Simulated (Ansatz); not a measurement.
**Convergence notes, G0W0 on PbI2 (P-3m1)**

PbI2 (started from an entry of an open crystallographic database), relaxed with r2SCAN+rVV10; one-shot G0W0 in Ansatz without spin-orbit coupling. No spin polarisation and no zero-point or thermal motion.

```
CELL_PARAMETERS angstrom
4.56573 0.00000 0.00000
-2.28286 3.95403 0.00000
0.00000 0.00000 7.04108
ATOMIC_POSITIONS crystal
Pb 0.00000 0.00000 0.00000
I 0.33333 0.66667 0.26678
I 0.66667 0.33333 0.73322
```

Gaps are read over the mesh points alone. G0W0 here is at a finite number of bands, screening cutoff and k mesh, not at the basis limit.

| start | potentials | frequency model | mesh | empty bands | screening cutoff (eV) | Kohn-Sham gap (eV) | G0W0 gap (eV) |
| --- | --- | --- | --- | --- | --- | --- | --- |
| PBE | PAW | contour deformation | 6×6×2 | 288 | 100 | 2.23 | 3.12 |
| PBE | PAW | contour deformation | 6×6×2 | 697 | 180 | 2.23 | 3.22 |
| PBE | PAW | contour deformation | 6×6×2 | 1352 | 260 | 2.23 | 3.26 |
| HSE06 | PAW | contour deformation | 6×6×2 | 697 | 180 | 2.93 | 3.55 |
| r2SCAN | PAW | contour deformation | 6×6×2 | 697 | 180 | 2.62 | 3.45 |
| PBE0 | PAW | contour deformation | 6×6×2 | 697 | 180 | 3.57 | 3.75 |
| PBE | PAW | Godby-Needs pole | 6×6×2 | 697 | 180 | 2.23 | 3.18 |
| PBE | PAW | contour deformation | 6×6×4 | 206 | 80 | 2.23 | 3.08 |
| PBE | norm-conserving | contour deformation | 6×6×2 | 697 | 180 | 2.23 | 3.10 |

Over the mesh points the PBE gap of 2.23 eV becomes a quasiparticle gap of 3.26 eV (direct at A), a change of +1.03 eV. Renormalisation factors Z lie between 0.74 and 0.80.

Raising bands and cutoff together moves the gap by +0.10 eV (100 to 180 eV), then +0.04 eV (180 to 260 eV); the last step is still large, so the basis limit isn't reached. Starting from HSE06 (2.93 eV against PBE's 2.23 eV) gives 3.55 eV, +0.33 eV from G0W0@PBE at the same screening cutoff. Starting from r2SCAN (2.62 eV against PBE's 2.23 eV) gives 3.45 eV, +0.23 eV from G0W0@PBE at the same screening cutoff. Starting from PBE0 (3.57 eV against PBE's 2.23 eV) gives 3.75 eV, +0.53 eV from G0W0@PBE at the same screening cutoff. The Godby-Needs plasmon pole differs from contour deformation by -0.04 eV. Norm-conserving potentials (wave cutoff 952 eV against 420 eV) shift the quasiparticle gap by -0.12 eV and the PBE gap by 0.00 eV. r2SCAN runs take a wave cutoff of 500 eV.

The program warns that the k mesh is coarse for exact exchange in some of these runs, so their gaps aren't converged.
